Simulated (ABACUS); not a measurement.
# Zr (Im-3m) in ABACUS: reference runs

Aim: a first look at Zr with PBEsol, on the cell as given and on a disturbed one.

Program: ABACUS 3.10.1. These are calculated values, not measurements. Logs are shortened: lines on timing, memory, paths and dates and some standing lists are left out, and cuts for length are marked.

## 1. The crystal as given

Symmetry: Im-3m, No. 229, cubic system. Conventional cell: a = 3.620 Å, b = 3.620 Å, c = 3.620 Å, α = 90.00°, β = 90.00°, γ = 90.00°. Zr (site symmetry m-3m) is surrounded by 8 Zr at 3.14 Å.

This isn't the form of Zr at room conditions, which is hcp.

## 2. Single point, PBEsol

The input, INPUT:

```
INPUT_PARAMETERS
suffix              Zr
calculation         scf
basis_type          pw
pseudo_dir          ./
symmetry            1
dft_functional      pbesol
ecutwfc             66
pseudo_rcut         7
nspin               1
nbands              10
ks_solver           dav
smearing_method     fd
smearing_sigma      0.00367493
scf_thr             1e-08
scf_nmax            100
mixing_type         broyden
mixing_beta         0.7
cal_force           1
cal_stress          1
kpar                4
```

The input, STRU:

```
ATOMIC_SPECIES
Zr 91.2240 Zr.upf

LATTICE_CONSTANT
1.8897261246

LATTICE_VECTORS
-1.8100000000 1.8100000000 1.8100000000
1.8100000000 -1.8100000000 1.8100000000
1.8100000000 1.8100000000 -1.8100000000

ATOMIC_POSITIONS
Direct

Zr
0.0
1
0.0000000000 0.0000000000 0.0000000000 1 1 1
```

The input, KPT:

```
K_POINTS
0
Gamma
10 10 10 0 0 0
```

Potentials or basis: PseudoDojo NC SR 0.4.1 PBEsol standard, plane waves.

Started as:

```sh
$ OMP_NUM_THREADS=1 mpirun -np 4 abacus > log
```

running log:

```text
ABACUS v3.10.1

               Atomic-orbital Based Ab-initio Computation at UStc

 ------------------------------------------------------------------------------------

 READING GENERAL INFORMATION
                           global_out_dir = OUT.Zr/
                           global_in_card = INPUT
                               pseudo_dir = ./
                              orbital_dir =
                                    DSIZE = 4
                                    GSIZE = 1

 READING UNITCELL INFORMATION
                                    ntype = 1
                  lattice constant (Bohr) = 1.88973
              lattice constant (Angstrom) = 1

 READING ATOM TYPE 1
                               atom label = Zr
                      L=0, number of zeta = 1
                      L=1, number of zeta = 1
                      L=2, number of zeta = 1
             number of atom for this type = 1

                        TOTAL ATOM NUMBER = 1
DIRECT COORDINATES
    atom                   x                   y                   z     mag                  vx                  vy                  vz
taud_Zr1            0.0000000000        0.0000000000        0.0000000000  0.0000        0.0000000000        0.0000000000        0.0000000000

                          Volume (Bohr^3) = 160.064
                             Volume (A^3) = 23.7189

 Lattice vectors: (Cartesian coordinate: in unit of a_0)
                -1.81               +1.81               +1.81
                +1.81               -1.81               +1.81
                +1.81               +1.81               -1.81
 Reciprocal vectors: (Cartesian coordinate: in unit of 2 pi/a_0)
                   +0           +0.276243           +0.276243
            +0.276243                  +0           +0.276243
            +0.276243           +0.276243                  +0
 The esolver type has been set to : ksdft_pw

                PAO radial cut off (Bohr) = 7

 Read in pseudopotential file is Zr.upf
                     pseudopotential type = NC
          exchange-correlation functional = PBESOL
                 nonlocal core correction = 1
                        valence electrons = 12
                                     lmax = 2
                           number of zeta = 4
                     number of projectors = 6
                           L of projector = 0
                           L of projector = 0
                           L of projector = 1
                           L of projector = 1
                           L of projector = 2
                           L of projector = 2
     initial pseudo atomic orbital number = 10

 SETUP THE ELECTRONS NUMBER
            electron number of element Zr = 12
      total electron number of element Zr = 12
[... 150 lines left out ...]
      TOTAL NUMBER OF NONLOCAL PROJECTORS = 18

 Init Non-Local PseudoPotential table :
 Init Non-Local-Pseudopotential done.

                                     npwx = 1481

 Make real space PAO into reciprocal space.
       max mesh points in Pseudopotential = 701
     dq(describe PAO in reciprocal space) = 0.01
                                    max q = 979

 number of pseudo atomic orbitals for Zr is 4
WARNING: norm of atomic wavefunction # 3 of atomic type Zr is 0.998132, renormalized
WARNING: norm of atomic wavefunction # 4 of atomic type Zr is 0.988444, renormalized

 -------------------------------------------
 SELF-CONSISTENT
 -------------------------------------------
                                 init_chg = atomic

 PW ALGORITHM --------------- ION=   1  ELEC=   1--------------------------------
 Notice: Threshold on eigenvalues was too large.
 hsover_error=0.12 > DRHO=0.0196634
 Origin diag ethr = 0.01
 New diag ethr = 0.000163861

 Density error is 0.0211580413502
                          Error Threshold = 0.000163861495336
----------------------------------------------------------
     Energy           Rydberg                 eV
----------------------------------------------------------
 E_KohnSham     -101.1822183280      -1376.6547055405
 E_Harris       -102.0222568243      -1388.0840156298
 E_Fermi        1.0063192035         13.6916751742
----------------------------------------------------------
[... 63 lines left out ...]
 Density error is 4.03577185579e-12
                          Error Threshold = 1.7850250024e-10
----------------------------------------------------------
     Energy           Rydberg                 eV
----------------------------------------------------------
 E_KohnSham     -101.1865284440      -1376.7133476774
 E_KS(sigma->0) -101.1859344878      -1376.7052664883
 E_Harris       -101.1865286916      -1376.7133510456
 E_band         -7.3342916612        -99.7881573864
 E_one_elec     -18.5896010041       -252.9244972026
 E_Hartree      13.8883061640        188.9600993986
 E_xc           -19.8776604520       -270.4494450567
 E_Ewald        -76.6063852394       -1042.2833424385
 E_entropy(-TS) -0.0011879125        -0.0161623782
 E_descf        0.0000000000         0.0000000000
 E_exx          0.0000000000         0.0000000000
 E_Fermi        0.9882680104         13.4460760920
----------------------------------------------------------

 charge density convergence is achieved
 final etot is -1376.7133477 eV
 EFERMI = 13.446076092 eV

 STATE ENERGY(eV) AND OCCUPATIONS    NSPIN == 1
 1/12 kpoint (Cartesian) = 0.0000 0.0000 0.0000 (1481 pws)
       1       -35.0311     0.00200000
       2       -12.5909     0.00200000
       3       -12.5909     0.00200000
       4       -12.5909     0.00200000
       5        8.05101     0.00200000
       6        14.5125    1.09215e-12
       7        14.5125    1.09215e-12
       8        14.5125    1.09215e-12
       9        16.9476    7.71160e-34
      10        16.9476    7.71160e-34
[... 49 lines left out ...]
 6/12 kpoint (Cartesian) = 0.13812 0.13812 0.27624 (1432 pws)
       1       -34.8896      0.0120000
       2       -13.5084      0.0120000
       3       -12.8830      0.0120000
       4       -12.5977      0.0120000
       5        10.6680      0.0120000
       6        12.7665      0.0120000
       7        14.9289    1.58276e-15
       8        16.9222    7.69583e-33
       9        17.5844    1.36095e-38
      10        19.6020    4.06939e-56

[... levels at 6 further k points ...]

------------------------------------------------------------------------------------------
 TOTAL-FORCE (eV/Angstrom)
------------------------------------------------------------------------------------------
                       Zr1         0.0000000000         0.0000000000         0.0000000000
------------------------------------------------------------------------------------------

----------------------------------------------------------------
 TOTAL-STRESS (KBAR)
----------------------------------------------------------------
       -69.5794721584        -0.0000000000        -0.0000000000
        -0.0000000000       -69.5794721584         0.0000000000
         0.0000000000         0.0000000000       -69.5794721584
----------------------------------------------------------------
 TOTAL-PRESSURE: -69.579472 KBAR

 --------------------------------------------
 !FINAL_ETOT_IS -1376.7133476773694838 eV
 --------------------------------------------
```

Run time: 1.6 s. Hardware: 4 MPI ranks of Intel Xeon 6975P-C (Granite Rapids), shared host; peak memory 0.24 GiB.

Results:

```yaml
Free_energy: -1376.7133 eV
Pressure: -7.0 GPa
Band_gap_on_the_k_mesh: none (metal or under the smearing width)
```

Levels at points of the mesh, in eV from the Fermi level:
| k point | band 3 | band 4 | band 5 | band 6 | band 7 | band 8 | band 9 |
| --- | --- | --- | --- | --- | --- | --- | --- |
| (0.00, 0.00, 0.00) | -26.04 | -26.04 | -5.40 | 1.07 | 1.07 | 1.07 | 3.50 |
| (0.50, 0.50, 0.00) | -26.33 | -26.04 | -2.78 | -0.68 | 1.48 | 3.48 | 4.14 |
| (0.50, 0.50, 0.50) | -26.67 | -26.67 | -2.50 | -2.50 | 5.50 | 5.50 | 5.50 |

## 3. Single point, PBEsol (cell strained at random at fixed volume)

INPUT is that of step 2.

The input, STRU:

```
ATOMIC_SPECIES
Zr 91.2240 Zr.upf

LATTICE_CONSTANT
1.8897261246

LATTICE_VECTORS
-1.8442710000 1.8602350000 1.7745700000
1.8791240000 -1.8714960000 1.8206840000
1.7505400000 1.7777650000 -1.7858310000

ATOMIC_POSITIONS
Direct

Zr
0.0
1
0.0223870000 -0.0039880000 0.0120070000 1 1 1
```

KPT is that of step 2.

Potentials or basis: PseudoDojo NC SR 0.4.1 PBEsol standard, plane waves.

Started as:

```sh
$ OMP_NUM_THREADS=1 mpirun -np 4 abacus > log
```

running log:

```text
ABACUS v3.10.1

               Atomic-orbital Based Ab-initio Computation at UStc

 ------------------------------------------------------------------------------------

 READING GENERAL INFORMATION
                           global_out_dir = OUT.Zr/
                           global_in_card = INPUT
                               pseudo_dir = ./
                              orbital_dir =
                                    DSIZE = 4
                                    GSIZE = 1

 READING UNITCELL INFORMATION
                                    ntype = 1
                  lattice constant (Bohr) = 1.88973
              lattice constant (Angstrom) = 1

 READING ATOM TYPE 1
                               atom label = Zr
                      L=0, number of zeta = 1
                      L=1, number of zeta = 1
                      L=2, number of zeta = 1
             number of atom for this type = 1

                        TOTAL ATOM NUMBER = 1
DIRECT COORDINATES
    atom                   x                   y                   z     mag                  vx                  vy                  vz
taud_Zr1            0.0223870000        0.9960120000        0.0120070000  0.0000        0.0000000000        0.0000000000        0.0000000000

                          Volume (Bohr^3) = 160.063
                             Volume (A^3) = 23.7189

[... 293 lines left out ...]
 E_Ewald        -76.5819481040       -1041.9508581543
 E_entropy(-TS) -0.0011411643        -0.0155263375
 E_descf        0.0000000000         0.0000000000
 E_exx          0.0000000000         0.0000000000
 E_Fermi        0.9863736597         13.4203021290
----------------------------------------------------------

 charge density convergence is achieved
 final etot is -1376.7078292 eV
 EFERMI = 13.420302129 eV

 STATE ENERGY(eV) AND OCCUPATIONS    NSPIN == 1
 1/126 kpoint (Cartesian) = 0.0000 0.0000 0.0000 (1451 pws)
       1       -35.0356     0.00200000
       2       -12.6438     0.00200000
       3       -12.5886     0.00200000
       4       -12.5413     0.00200000
       5        8.05419     0.00200000
       6        14.1949    3.73888e-10
       7        14.3737    1.04681e-11
       8        14.8978    2.93450e-16
       9        16.9494    4.43939e-34
      10        17.0383    7.51424e-35
[... 49 lines left out ...]
 6/126 kpoint (Cartesian) = 0.0022224 0.13793 0.13948 (1446 pws)
       1       -34.8905     0.00200000
       2       -13.5197     0.00200000
       3       -12.9031     0.00200000
       4       -12.5875     0.00200000
       5        10.6723     0.00200000
       6        12.7298     0.00200000
       7        14.9823    5.41799e-17
       8        16.9522    4.20022e-34
       9        17.5775    1.55746e-39
      10        19.6112    3.36699e-57

[... levels at 120 further k points ...]

------------------------------------------------------------------------------------------
 TOTAL-FORCE (eV/Angstrom)
------------------------------------------------------------------------------------------
                       Zr1         0.0000000000         0.0000000000         0.0000000000
------------------------------------------------------------------------------------------

----------------------------------------------------------------
 TOTAL-STRESS (KBAR)
----------------------------------------------------------------
       -68.4087129737        12.8035390902        -5.5025864645
        12.8035390902       -68.4646672512         3.4858906700
        -5.5025864645         3.4858906700       -70.0835954115
----------------------------------------------------------------
 TOTAL-PRESSURE: -68.985659 KBAR

 --------------------------------------------
 !FINAL_ETOT_IS -1376.7078292117378169 eV
 --------------------------------------------
```

Wall time 11 s (4 MPI ranks of Intel Xeon 6975P-C (Granite Rapids), shared host); peak memory 0.36 GiB.

What came out:

```
Free energy            : -1376.7078 eV
Pressure               : -6.9 GPa
Band gap on the k mesh : none (metal or under the smearing width)
```
